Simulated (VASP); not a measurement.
# Na7Nb8O24 (a cell with a defect) in VASP: further runs

The runs below take Na7Nb8O24 (a cell with a defect) through single point, with PBE.

Everything below comes from runs of VASP 6.6.1. Logs are shortened: lines on timing, memory, paths and dates and some standing lists are left out, and cuts for length are marked.

## 1. The structure

The cell holds a defect, 39 atoms: a = 9.883 Å, b = 8.154 Å, c = 9.915 Å, α = 65.48°, β = 48.64°, γ = 65.88°.

## 2. Single point, PBE

The input, INCAR:

```
SYSTEM = Na7Nb8O24
PREC = Accurate
ENCUT = 520
EDIFF = 1E-7
ISMEAR = -1
SIGMA = 0.05
LREAL = Auto
LASPH = .True.
NELM = 80
ALGO = Normal
ISIF = 2
LWAVE = .False.
LCHARG = .False.
GGA = PE
NBANDS = 174
NELECT = 298.0
```

The input, KPOINTS:

```
Automatic mesh
0
Gamma
  1 1 1
  0 0 0
```

The input, POSCAR:

```
Na7Nb8O24
1.0
    0.0000000000      8.0463850000      5.7387620000
    5.7928810000      0.0000000000      5.7387620000
    5.7928810000      8.0463850000      0.0000000000
Na Nb O
7 8 24
Direct
    0.6109634634      0.3913084552      0.6611730302
    0.4104337626      0.1387787679      0.3159172633
    0.8608174816      0.1032580455      0.9298375765
    0.6222527049      0.8617084700      0.6306577636
    0.1172831335      0.8807544224      0.1429331003
    0.8400883078      0.6835504143      0.8697354205
    0.3735884988      0.6525910152      0.4097819216
    0.2528739756      0.2423722117      0.7245214635
    0.0677028474      0.0356818199      0.4320992376
    0.5541066219     -0.0135022197     -0.0474691691
    0.7637635288      0.2217277671      0.2500582061
    0.7384664342      0.7383503426      0.2601683564
    0.5581487834      0.4877910900     -0.0578495808
    0.0378678758      0.5306171040      0.4844909225
    0.2360389045      0.7414890013      0.7563322037
    0.8784899069      0.6319926676      0.4133075898
    0.9165658864      0.1324408506      0.3406570777
    0.7119625127      0.8943072716      0.0503176914
    0.5971707551      0.3503332536      0.1849444432
    0.0486354082      0.7451420651      0.0137031451
    0.5278961061      0.2554610012      0.9828692873
    0.3126520274      1.0026665030      0.2447784212
    0.3407328799     -0.0323214142      0.7380497038
    0.4766530698      0.7284500517      0.5112439796
    0.0213987708      0.2136519248      0.5203351880
    0.2498539786      0.4747622365      0.2979448155
    0.2403268469      0.4997979396      0.7460415658
    0.4109685964      0.1738090961      0.8816242885
    0.4100671619      0.6400373729      0.8725088024
    0.1611874293      0.3086874322      0.5865147997
    0.1185734123      0.8879154437      0.6618143022
    0.5537268982      0.2370534130      0.4849880030
    1.0605418851      0.7550064858      0.4927146395
    0.8209499646      0.4616088869      0.7751332454
    0.7869638772      0.5275530865      0.2052083840
    1.0246351779      0.2059089708      0.9910774682
    0.4521013062      0.7714901234      0.0388148008
    0.7870800356     -0.0439232363      0.7102756092
    0.7515638806      0.9777986544      0.2773453750
```

Potentials or basis: VASP PAW PBE potentials, release 64 (Na_pv, Nb_sv, O).

Started as:

```
> cat potpaw_PBE.64/Na_pv/POTCAR potpaw_PBE.64/Nb_sv/POTCAR potpaw_PBE.64/O/POTCAR > POTCAR
> mpirun -np 1 vasp_gam > vasp.out
```

OUTCAR:

```text
SYSTEM = Na7Nb8O24
   PREC = Accurate
   ENCUT = 520
   EDIFF = 1E-7
   ISMEAR = -1
   LREAL = Auto
   LASPH = .True.
   NELM = 80
   ISIF = 2
   GGA = PE
   NELECT = 298.0

 ion  position               nearest neighbor table
   1  0.611  0.391  0.661-  13 2.87
   2  0.410  0.139  0.316-  22 2.26  19 2.38
   3  0.861  0.103  0.930-  18 2.13
   4  0.622  0.862  0.631-  23 2.12
   5  0.117  0.881  0.143-
   6  0.840  0.684  0.870-  38 2.22  18 2.35  10 2.77
   7  0.374  0.653  0.410-  24 2.19
   8  0.253  0.242  0.725-  30 1.90  23 2.03  36 2.04  27 2.14  32 2.27
   9  0.068  0.036  0.432-  25 1.75  22 1.82  17 1.98  33 2.13  38 2.37  31 2.37
  10  0.554  0.986  0.953-  28 1.87  38 1.96  37 1.97  18 2.09  21 2.22  22 2.24   6 2.77
  11  0.764  0.222  0.250-  32 1.84  19 1.91  39 1.94  17 1.99  36 2.12  35 2.43
  12  0.738  0.738  0.260-  35 1.80  18 2.07  39 2.09  24 2.10  20 2.34  16 2.38
  13  0.558  0.488  0.942-  29 1.82  21 1.87  34 1.92  19 2.42  37 2.43   1 2.87
  14  0.038  0.531  0.484-  26 1.68  16 1.89  33 1.97  30 2.02  34 2.17
  15  0.236  0.741  0.756-  31 1.74  20 1.93  24 1.99  27 2.00  23 2.35  29 2.37
  16  0.878  0.632  0.413-  14 1.89  12 2.38
  17  0.917  0.132  0.341-   9 1.98  11 1.99
  18  0.712  0.894  0.050-  12 2.07  10 2.09   3 2.13   6 2.35
  19  0.597  0.350  0.185-  11 1.91   2 2.38  13 2.42
  20  0.049  0.745  0.014-  15 1.93  12 2.34
  21  0.528  0.255  0.983-  13 1.87  10 2.22
  22  0.313  0.003  0.245-   9 1.82  10 2.24   2 2.26
  23  0.341  0.968  0.738-   8 2.03   4 2.12  15 2.35
  24  0.477  0.728  0.511-  15 1.99  12 2.10   7 2.19
  25  0.021  0.214  0.520-   9 1.75
  26  0.250  0.475  0.298-  14 1.68
  27  0.240  0.500  0.746-  15 2.00   8 2.14
  28  0.411  0.174  0.882-  10 1.87
  29  0.410  0.640  0.873-  13 1.82  15 2.37
  30  0.161  0.309  0.587-   8 1.90  14 2.02
  31  0.119  0.888  0.662-  15 1.74   9 2.37
  32  0.554  0.237  0.485-  11 1.84   8 2.27
  33  0.061  0.755  0.493-  14 1.97   9 2.13
  34  0.821  0.462  0.775-  13 1.92  14 2.17
  35  0.787  0.528  0.205-  12 1.80  11 2.43
  36  0.025  0.206  0.991-   8 2.04  11 2.12
  37  0.452  0.771  0.039-  10 1.97  13 2.43
  38  0.787  0.956  0.710-  10 1.96   6 2.22   9 2.37
  39  0.752  0.978  0.277-  11 1.94  12 2.09

  LATTYP: Found a face centered orthorhombic cell.
 ALAT       =    11.4775240000
 B/A-ratio  =     1.0094304312
 C/A-ratio  =     1.4021116401

  Lattice vectors:

 A1 = (   5.7928810000,   8.0463850000,   0.0000000000)
 A2 = (   0.0000000000,   8.0463850000,   5.7387620000)
 A3 = (   5.7928810000,   0.0000000000,   5.7387620000)

Analysis of symmetry for initial positions (statically):
=====================================================================
 Subroutine PRICEL returns:
 Original cell was already a primitive cell.

 Routine SETGRP: Setting up the symmetry group for a
 face centered orthorhombic supercell.

 Subroutine GETGRP returns: Found  1 space group operations
 (whereof  1 operations were pure point group operations)
 out of a pool of  8 trial point group operations.

The static configuration has the point symmetry C_1 .

Analysis of symmetry for dynamics (positions and initial velocities):
=====================================================================
 Subroutine PRICEL returns:
 Original cell was already a primitive cell.

 Routine SETGRP: Setting up the symmetry group for a
 face centered orthorhombic supercell.

 Subroutine GETGRP returns: Found  1 space group operations
 (whereof  1 operations were pure point group operations)
 out of a pool of  8 trial point group operations.

The dynamic configuration has the point symmetry C_1 .

 Subroutine INISYM returns: Found  1 space group operations
 (whereof  1 operations are pure point group operations),
 and found     1 'primitive' translations

----------------------------------------------------------------------------------------

                                     Primitive cell

  volume of cell :     534.9875

  direct lattice vectors                    reciprocal lattice vectors
     0.000000000  8.046385000  5.738762000    -0.086312838  0.062139706  0.087126805
     5.792881000  0.000000000  5.738762000     0.086312838 -0.062139706  0.087126805
     5.792881000  8.046385000  0.000000000     0.086312838  0.062139706 -0.087126805

  length of vectors
     9.883202966  8.154192760  9.914725505     0.137485742  0.137485742  0.137485742

  position of ions in fractional coordinates (direct lattice)
     0.610963463  0.391308455  0.661173030
     0.410433763  0.138778768  0.315917263
     0.860817482  0.103258045  0.929837576
     0.622252705  0.861708470  0.630657764
     0.117283134  0.880754422  0.142933100
     0.840088308  0.683550414  0.869735420
[... 31 lines left out ...]
     0.787080036  0.956076764  0.710275609
     0.751563881  0.977798654  0.277345375

  ion indices of the primitive-cell ions
   primitive index   ion index
                 1           1
[... 46 lines left out ...]
 SYSTEM =  Na7Nb8O24
   PREC   = accura    normal or accurate (medium, high low for compatibility)
   ISTART =      0    job   : 0-new  1-cont  2-samecut
   ICHARG =      2    charge: 1-file 2-atom 10-const
   ISPIN  =      1    spin polarized calculation?
   LNONCOLLINEAR =      F non collinear calculations
   LSORBIT =      F    spin-orbit coupling
   LASPH  =      T    aspherical Exc in radial PAW
   ENCUT  =  520.0 eV  38.22 Ry    6.18 a.u.  18.38 15.16 18.43*2*pi/ulx,y,z
   NELM   =     80;   NELMIN=  2; NELMDL= -5     # of ELM steps
   EDIFF  = 0.1E-06   stopping-criterion for ELM
   LREAL  =      T    real-space projection
   EDIFFG = 0.1E-05   stopping-criterion for IOM
   NSW    =      0    number of steps for IOM
   IBRION =     -1    ionic relax: 0-MD 1-quasi-New 2-CG
   NFREE  =      0    steps in history (QN), initial steepest desc. (CG)
   ISIF   =      2    stress and relaxation
   ISYM   =      2    0-nonsym 1-usesym 2-fastsym
   POTIM  = 0.5000    time-step for ionic-motion
   TEBEG  =    0.0;   TEEND  =   0.0 temperature during run
   PSTRESS=    0.0 pullay stress
   NELECT =     298.0000    total number of electrons
   NUPDOWN=      -1.0000    fix difference up-down
   EMIN   =  10.00;   EMAX   =-10.00  energy-range for DOS
   EFERMI =   0.00;   METHOD = LEGACY
   ISMEAR =    -1;   SIGMA  =   0.05  broadening in eV -4-tet -1-fermi 0-gaus
   EFERMI_NEDOS =   21; number of points for ismear=-14 and -15
   IALGO  =     38    algorithm
   IMIX   =      4    mixing-type and parameters
     AMIX     =   0.40;   BMIX     =  1.00
     AMIX_MAG =   1.60;   BMIX_MAG =  1.00
  volume/ion in A,a.u.               =      13.72        92.57
  Fermi-wavevector in a.u.,A,eV,Ry     =   1.346994  2.545450 24.686319  1.814393
  Thomas-Fermi vector in A             =   2.474781
   LORBIT       =      0    0 simple, 1 ext, 2 COOP (PROOUT), +10 PAW based schemes
   GGA     = PE    functional components
   LHFCALC =     F    Hartree Fock is set to
   AEXX    =    0.0000 exact exchange contribution
   IVDW    =     0    specifies the selected vdW correction
   LEPSILON=     F    determine dielectric tensor
   LRPA    =     F    only Hartree local field effects (RPA)
 non-spin polarized calculation
  energy-cutoff  :      520.00
  volume of cell :      534.99
 maximum number of plane-waves:      7231
 NGX is ok and might be reduce to    80
   NGX = 37   NGY = 31   NGZ = 37

 number of electron     297.9999993 magnetization

 Free energy of the ion-electron system (eV)
  ---------------------------------------------------
  ext. energy  EPLUGINS =         0.00000000
  ---------------------------------------------------
  free energy    TOTEN  =      -293.96342760 eV

  energy without entropy =     -293.96342760  energy(sigma->0) =     -293.96342760

 E-fermi :   3.7430     XC(G=0):  -9.8363

 val. band max:        2.7247682970   @ k =   0.0000   0.0000   0.0000
 cond. band min:       4.7651215760   @ k =   0.0000   0.0000   0.0000
 fundamental gap:      2.0403532790
 Fermi energy:         3.7430236252

 k-point     1 :       0.0000    0.0000    0.0000
  band No.  band energies     occupation
      1     -53.0872      2.00000
      2     -52.7632      2.00000
      3     -52.5830      2.00000
      4     -52.2329      2.00000
      5     -52.1554      2.00000
      6     -51.9062      2.00000
[... 153 lines left out ...]
    160       6.3596      0.00000
    161       6.5396      0.00000
 [bands above 161 left out]

------------------------ aborting loop because EDIFF is reached ----------------------------------------

  FORCE on cell =-STRESS in cart. coord.  units (eV):
  Direction    XX          YY          ZZ          XY          YZ          ZX
  --------------------------------------------------------------------------------------
  -------------------------------------------------------------------------------------
  Total       -9.0169485      4.1153280    -11.9805208      1.8815124      0.5977701     -2.2519620
  in kB      -27.0039034     12.3245597    -35.8791920      5.6347422      1.7901984     -6.7441624
  external PRESSURE =     -16.8528452 kB  Pullay stress =       0.0000000 kB

 VOLUME and BASIS-vectors are now :
 -----------------------------------------------------------------------------
  energy-cutoff  :      520.00
  volume of cell :      534.99
      direct lattice vectors                 reciprocal lattice vectors
     0.000000000  8.046385000  5.738762000    -0.086312838  0.062139706  0.087126805
     5.792881000  0.000000000  5.738762000     0.086312838 -0.062139706  0.087126805
     5.792881000  8.046385000  0.000000000     0.086312838  0.062139706 -0.087126805

 POSITION                                       TOTAL-FORCE (eV/Angst)
 -----------------------------------------------------------------------------------
      6.09690     10.23610      5.75180        -0.818984     -0.650887     -0.374650
      2.63400      5.84450      3.15180         0.531890      0.158552      0.306143
      5.98460     14.40830      5.53260        -0.252657     -0.079694      1.003268
      8.64510     10.08140      8.51610        -0.208298      0.114791      0.767941
      5.93010      2.09380      5.72750        -0.557892     -0.263807      0.210295
      8.99800     13.75790      8.74380        -0.960527      1.050445      0.093456
[... 31 lines left out ...]
      9.65298     12.04830     10.00356         2.285565     -0.051758     -1.359042
      7.27090      8.27900      9.92440        -0.552245     -0.398923      0.372518
 -----------------------------------------------------------------------------------
    total drift:                               -0.003648     -0.001456      0.009340

  FREE ENERGIE OF THE ION-ELECTRON SYSTEM (eV)
  ---------------------------------------------------
  free  energy   TOTEN  =      -293.9634276035 eV

  energy  without entropy=     -293.9634275971  energy(sigma->0) =     -293.96342760
```

It took 9 min on 1 thread of Intel Xeon Platinum 8259CL at 2.50GHz (Skylake/Cascade Lake), shared host; peak memory 0.79 GiB.

What came out:

| Property | Result |
| --- | --- |
| Free energy | -293.9634 eV |
| Largest force | 5.739 eV/Å |
| Band gap on the k mesh | 2.04 eV, direct |

Forces in eV/Å, atoms in the order of the input:
```
Na  -0.819 -0.651 -0.375
Na   0.532  0.159  0.306
Na  -0.253 -0.080  1.003
Na  -0.208  0.115  0.768
Na  -0.558 -0.264  0.210
Na  -0.961  1.050  0.093
Na  -0.784 -0.911 -0.455
Nb  -0.283  1.115 -2.318
Nb   0.150 -2.012 -3.365
Nb   0.093 -3.432 -0.114
Nb   0.145 -1.595 -0.846
Nb  -0.154 -0.354  1.298
Nb   2.674  2.828 -1.566
Nb   3.526 -1.552 -1.652
Nb   1.639  2.639 -2.035
O    0.003 -1.289 -0.850
O   -0.374  1.715  0.730
O    1.007  1.826 -2.006
O   -1.448 -0.834  1.705
O    0.119 -0.267  0.026
O    0.736  0.986  1.955
O   -0.184  0.954  0.114
O    2.405 -2.540  1.142
O   -2.503  1.182  3.453
O    1.690 -0.959  0.604
O   -4.400 -1.125  3.508
O   -0.798 -0.203 -0.152
O   -1.742  0.051 -0.792
O   -2.416  0.290  0.047
O    1.100  5.133  0.132
O    0.120 -2.207  0.268
O    2.348  1.161 -0.922
O   -1.392  0.230 -0.837
O    1.384 -1.390 -0.756
O    0.147  0.292 -0.237
O   -1.188 -0.629  1.384
O   -1.086  1.019  1.517
O    2.286 -0.052 -1.359
O   -0.552 -0.399  0.373
```

Levels at points of the mesh, in eV from the valence-band top:
```
           k point  band 145  band 146  band 147  band 148  band 149  band 150  band 151  band 152  band 153  band 154
(0.00, 0.00, 0.00)     -0.48     -0.40     -0.29     -0.17      0.00      2.04      2.14      2.54      2.65      2.95
```

Caveat: the cell carries a net charge on a neutralising background, which shifts energy and pressure; the cell is charged against a uniform background, so pressure and absolute levels hang on convention.

## 3. Single point, PBE

The input, INCAR:

```
SYSTEM = Na7Nb8O24
PREC = Accurate ; ENCUT = 520
EDIFF = 1E-6 ; ISMEAR = -1
SIGMA = 0.05 ; LREAL = Auto
LASPH = .True. ; NELM = 80
ALGO = Normal ; ISIF = 2
LWAVE = .False. ; LCHARG = .True.
GGA = PE ; LELF = .True.
LVHAR = .True. ; NBANDS = 174
NELECT = 298.0
```

KPOINTS is that of step 2.

The input, POSCAR:

```
Na7Nb8O24
1.0
    0.0000000000      8.0463850000      5.7387620000
    5.7928810000      0.0000000000      5.7387620000
    5.7928810000      8.0463850000      0.0000000000
Na Nb O
7 8 24
Direct
    0.6974874851      0.3625843561      0.6005115542
    0.4047586274      0.1120078807      0.3503009428
    0.8424278357      0.2685086346      0.8591685955
    0.6939341957      0.8540826066      0.5549744757
    0.0928861527      0.8853039169      0.1818334885
    0.9678169180      0.6433319674      0.8324449387
    0.4163714065      0.6376364091      0.3310698357
    0.2639638055      0.2077058682      0.7675428897
    0.0477723957      0.0322971385      0.4824035778
    0.5696233712     -0.0111231233     -0.0336559772
    0.7605823963      0.2835452396      0.2632811151
    0.7349327463      0.7466411541      0.2829156415
    0.5228719396      0.5321116963     -0.0253690237
    0.0604134341      0.5230747816      0.4473922451
    0.2485432699      0.7341076921      0.7760907739
    0.9299675864      0.6255246957      0.3458227219
    0.8683426550      0.1599801784      0.4266363946
    0.6462806655      0.8722001497      0.1299436886
    0.6963564420      0.4373026991      0.1104903593
    0.0691732264      0.8158434375     -0.0233016953
    0.5369788836      0.2888961047      1.0011528364
    0.2903118787      1.0296243724      0.2701261317
    0.3570857243      0.0097007011      0.6733273121
    0.5126531377      0.7119663883      0.5139693767
    0.0168021951      0.2592503751      0.5361914784
    0.2984748766      0.4349585712      0.2861851912
    0.2278043119      0.4945291809      0.8055665745
    0.4158361838      0.0986824528      0.8902037335
    0.4210713592      0.6112244565      0.8463922285
    0.1168242847      0.3605609075      0.6914890138
    0.1098323371      0.9029993503      0.6614208406
    0.5438317907      0.3207623500      0.4814982178
    1.0724762601      0.7560191541      0.4649967791
    0.7517163730      0.5812888988      0.7630508174
    0.8279053670      0.5263065693      0.2221811004
    1.0874599051      0.1603005004      1.0045603003
    0.4632127853      0.7928595174      0.0642787528
    0.8017287495     -0.0935097992      0.7589472559
    0.7787151554      1.0197215109      0.2385988309
```

Potentials or basis: VASP PAW PBE potentials, release 64 (Na_pv, Nb_sv, O).

Started as:

```
> cat potpaw_PBE.64/Na_pv/POTCAR potpaw_PBE.64/Nb_sv/POTCAR potpaw_PBE.64/O/POTCAR > POTCAR
> mpirun -np 1 vasp_gam > vasp.out
```

Run time: 7.8 min. Hardware: 1 thread of Intel Xeon Platinum 8259CL at 2.50GHz (Skylake/Cascade Lake), shared host; peak memory 0.78 GiB.

It converged, with:

```yaml
Free_energy: -295.3509 eV
Largest_force: 3.921 eV/Å
Band_gap_on_the_k_mesh: 2.10 eV, direct
```

Forces in eV/Å, atoms in the order of the input:
```
Na   0.623 -0.429 -0.280
Na   0.451  0.661  0.387
Na  -1.013  1.406  0.170
Na   1.188  0.429  0.001
Na  -0.146 -0.489  0.646
Na  -0.185 -0.912 -1.079
Na   0.398  0.325 -0.275
Nb   2.142  0.287  2.195
Nb  -0.831  0.598  0.356
Nb  -0.546 -3.060 -0.238
Nb  -1.503  0.687 -1.198
Nb   0.490 -2.063  2.130
Nb   0.321 -0.953  1.210
Nb   1.659  1.862 -1.123
Nb  -1.863 -1.575 -0.581
O    1.133  0.659  0.358
O   -1.485  0.289  0.217
O    0.624  3.144  0.102
O   -0.694 -1.006 -0.406
O    1.960  0.741 -1.327
O   -1.329  0.746  0.129
O    1.177 -0.790 -1.753
O   -2.426  0.192 -0.714
O   -1.331  0.126  1.870
O    1.469 -0.651 -0.152
O   -0.150 -0.338  1.873
O    1.178 -0.222  1.990
O   -0.213  0.025  2.517
O    1.183  1.807  0.472
O   -0.212 -1.853  0.659
O   -1.338  1.010  0.553
O   -0.043 -0.149 -0.498
O   -1.529 -0.429 -1.242
O   -0.664  0.135 -0.860
O   -1.395 -0.025 -0.631
O    2.034 -0.003 -1.867
O   -2.525  0.030 -2.999
O    1.956 -0.878  0.145
O    1.434  0.667 -0.760
```

Levels at points of the mesh, in eV from the valence-band top:
```
           k point  band 145  band 146  band 147  band 148  band 149  band 150  band 151  band 152  band 153  band 154
(0.00, 0.00, 0.00)     -0.59     -0.38     -0.29     -0.15      0.00      2.10      2.48      2.49      2.69      2.92
```

Caveat: the cell carries a net charge on a neutralising background, which shifts energy and pressure; the cell is charged against a uniform background, so pressure and absolute levels hang on convention.
